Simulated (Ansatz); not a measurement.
# Strontium, beta-Sn type under PBE: ground state and equation of state

Aim: take strontium in the beta-Sn type structure, relax it, solve it on a dense k-mesh, switch on spin-orbit coupling, then scale the cell to 7 volumes from 88 to 112 % of the relaxed one and try a fit of the equation of state. The k-meshes are 9×9×6 for the relaxation; 15×15×10 for the dense run; 9×9×6 for spin-orbit coupling; 15×15×10 for the volumes.

Method: DFT PBE, plane waves (420 eV) with PAW, scalar-relativistic, in Ansatz 0.2.0.

### Step 1. The structure to begin with

Symmetry: I4_1/amd, No. 141, tetragonal system. The conventional cell has a = 7.567 Å, b = 7.567 Å, c = 4.131 Å, α = 90.00°, β = 90.00°, γ = 90.00°. Sr (site symmetry -4m2) has 6 Sr at 3.92 to 4.13 Å as nearest neighbours.

As a file:

```cif
data_structure
_symmetry_space_group_name_H-M 'P 1'
_symmetry_Int_Tables_number 1
_cell_length_a 5.7354
_cell_length_b 5.7354
_cell_length_c 5.7354
_cell_angle_alpha 97.454
_cell_angle_beta 97.454
_cell_angle_gamma 137.779
_cell_volume 118.27
loop_
_atom_site_label
_atom_site_type_symbol
_atom_site_fract_x
_atom_site_fract_y
_atom_site_fract_z
_atom_site_occupancy
Sr1 Sr 0.00000 0.00000 0.00000 1
Sr2 Sr 0.75000 0.25000 0.50000 1
```

### Step 2. Geometry optimisation

input.yaml

```yaml
crystal:
  lattice:
    - [-3.7833343812, 3.7833343812, 2.0657005722]
    - [3.7833343812, -3.7833343812, 2.0657005722]
    - [3.7833343812, 3.7833343812, -2.0657005722]
  atoms:
    - { symbol: Sr, position: [0.0, 0.0, 0.0] }
    - { symbol: Sr, position: [0.75, 0.25, 0.5] }
hamiltonian:
  xc: pbe
  pseudopotentials:
    kind: paw
    azcp:
      Sr: "pseudopotentials/Sr.paw.azcp"
basis:
  ecutwfc: 420
  fft_grid_basis: typed
kpoints:
  mp_grid: { grid: [9, 9, 6], shift: [0, 0, 0] }
magnetization:
  spin_polarized: false
scf:
  occupations: { method: fermi_dirac, width: 0.1 }
relax:
  max_steps: 60
  f_tol: 0.01
  cell: {}
```

The runs that follow: The energy on a finer k-mesh; Spin-orbit coupling switched on; Equation of state: 88 %; Equation of state: 92 %; Equation of state: 96 %; Equation of state: 100 %; Equation of state: 104 %; Equation of state: 108 %; Equation of state: 112 %.

Q: Predict the outcome of this session. Wanted: space group; conventional cell; volume; shortest distance; gap on the mesh; relative to fcc; V₀, B₀, B₀′.

The runs gave:

| quantity | value |
| --- | --- |
| space group (spins left aside) | C2/c (No. 15) |
| conventional cell | a = 4.019 Å, b = 10.556 Å, c = 5.649 Å, β = 110.77° |
| volume | 56.019 Å³/atom |
| shortest distance | 3.866 Å |
| gap on the mesh | none (levels filled in part) |
| relative to fcc | +258 meV/atom |
| V₀, B₀, B₀′ | 55.577 Å³/atom, 7.9 GPa, 2.8 |

The relaxation shrank the cell by 5.3 % in volume. It lies 258 meV/atom above the element's reference form at the same level (fcc, from a run of its own), so it is far from stable. No gap shows: it is a metal or semimetal at this level. Totals with and without spin-orbit coupling (-0.61 eV/atom apart) can't be read as binding, since the two-component data shift the zero of energy. The fitted modulus is 7.9 GPa, a soft solid; letting shape and positions relax at each volume could only lower it.
